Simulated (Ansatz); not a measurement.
Relax this structure to zero stress and force, keeping its symmetry:

```
Mg
1.0
     3.17683    0.00000    0.00000
    -1.58841    2.75121    0.00000
     0.00000    0.00000   10.31886
Mg
4
Direct
  0.00000 0.00000 0.00000
  0.33333 0.66667 0.25000
  0.00000 0.00000 0.50000
  0.66667 0.33333 0.75000
```

Computed with Ansatz, DFT PBE, scalar-relativistic, plane waves, PAW.

Plane waves to 420 eV, a k mesh through Γ of 15×15×4 on the computed 4-atom cell and Gaussian smearing (0.10 eV); no spin polarisation.

Question: What does it relax to?

Answer: The volume goes up by 0.48 Å³/atom to 23.02 Å³/atom, and the energy falls by 1.4 meV/atom. Final structure:
```
Mg
1.0
     3.21028    0.00000    0.00000
    -1.60514    2.78018    0.00000
     0.00000    0.00000   10.31910
Mg
4
Direct
  0.00000 0.00000 0.00000
  0.33333 0.66667 0.25000
  0.00000 0.00000 0.50000
  0.66667 0.33333 0.75000
```